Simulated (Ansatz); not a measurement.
An input for Ansatz 0.2.0 (SiC (P6_3mc)):

```yaml
crystal:
  lattice:
    - [3.0735139282, 0.0, 0.0]
    - [-1.5367569641, 2.6617411407, 0.0]
    - [0.0, 0.0, 5.04524771]
  atoms:
    - { symbol: Si, position: [0.33333333, 0.66666667, 0.4996024] }
    - { symbol: Si, position: [0.66666667, 0.33333333, 0.9996024] }
    - { symbol: C, position: [0.33333333, 0.66666667, 0.8753976] }
    - { symbol: C, position: [0.66666667, 0.33333333, 0.3753976] }
kpoints:
  mp_grid: { grid: [9, 9, 4] }
  band_path:
    path:
      - [0.0, 0.0, 0.0]
      - [0.5, 0.0, 0.0]
      - [0.33333333, 0.33333333, 0.0]
      - [0.0, 0.0, 0.5]
      - [0.5, 0.0, 0.5]
      - [0.33333333, 0.33333333, 0.5]
    npoints: 1
hamiltonian:
  xc: hse06
  pseudopotentials: { kind: paw, azcp: { folder: soft_1 } }
scf:
  occupations: { method: fixed }
  n_extra_bands: 5
output:
  eigenvalues: true
```

```sh
ansatz run input.yaml --threads 3 --pin off --max-ram 92160MiB --backend cuda --events-out ev --progress --plain --runs-dir out --devices 1 --max-vram 13GiB
```

Q: How long will it take on 1 × NVIDIA H100 80GB HBM3 (shared by 6 runs) with 3 threads of AMD EPYC 7R13 (Zen 3), shared host, and how much memory?

It took 24 s; on shared hardware allow 12 s to 47 s. Peak host memory was 1.4 GiB. The sizes that set the cost: 785 plane waves a state, 36 irreducible k points and 13 SCF cycles.

Exact exchange couples every pair of k points and filled bands, so it costs far more than a semilocal run.

[Paths, hosts, dates, memory and timing lines, banners, echoed tables and standing remarks are left out of the program output.]

[Logs are printed without paths, hosts, clocks, repeated set-up lines and the standing remarks that a program may print on its own settings, such as how far it seeks lower states.]

[Runs of the session that timed out or met a known fault of the program may be left out.]

[Cells called generated may have been cut or substituted from an entry of the Crystallography Open Database or the Materials Project.]

[Hosts, paths, dates, database ids (printed as entryN), source tags and the programs' standing remarks are cut or masked in the printed files.]
